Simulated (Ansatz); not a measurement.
## What a change of settings does to a run on TePb

The cell is COD entry 9008696, as deposited and not checked against the literature; nothing was relaxed. The listed cell was then made from it by scaling, straining or moving an atom.

First run: DFT, PBE, all-electron PAW with datasets made for the crystal, scalar-relativistic (Ansatz 0.2.0).

Command: `ansatz run input.yaml --threads 1 --pin off --max-ram 2048MiB --backend cpu --events-out ev --progress --plain --runs-dir out` The run took 8.7 s on 1 thread of Intel(R) Xeon(R) Platinum 8259CL CPU @ 2.50GHz (Skylake/Cascade Lake) (shared host), peak memory 0.56 GiB.

```yaml
crystal:
  lattice:
    - [0.0, 3.1722945164, 3.1722945164]
    - [3.1722945164, 0.0, 3.1722945164]
    - [3.1722945164, 3.1722945164, 0.0]
  atoms:
    - { symbol: Te, position: [0.5, 0.5, 0.5] }
    - { symbol: Pb, position: [0.0, 0.0, 0.0] }
kpoints:
  mp_grid: { grid: [10, 10, 10] }
scf:
  occupations: { method: fermi_dirac, width: 0.03 }
hamiltonian:
  xc: pbe
  pseudopotentials: { kind: all_electron, datasets: crystal }
output:
  forces: true
  stress: true
  eigenvalues: true
  efg: { contact_densities: true }
```

Result: converged; pressure 5.10 GPa; gap on the k mesh 0.60 eV; 8 SCF iterations.

No spin–orbit coupling, which matters for the heavy atoms here.

The input is then changed:

```diff
@@ -11,4 +11,5 @@
 scf:
   occupations: { method: fermi_dirac, width: 0.03 }
+  algorithm: direct_min
 hamiltonian:
   xc: pbe
@@ -19,3 +20,5 @@
   eigenvalues: true
   efg: { contact_densities: true }
+basis:
+  xc_grid: 1
```

Task: Predict the outcome of the changed run.

Result: It was refused before any iteration. The program says:
```
Error: hamiltonian.pseudopotentials.datasets: crystal, beside a feature not held to (scf.algorithm: direct_min / scf.convergence.dm_fallback; scf.algorithm: direct_min) — the datasets of this kind: all_electron run are made for its crystal, and no such run has been held to what stands beside, or a reason given rules it out; change each as told or leave it out, or set another kind (and leave the keys of all_electron out)
```
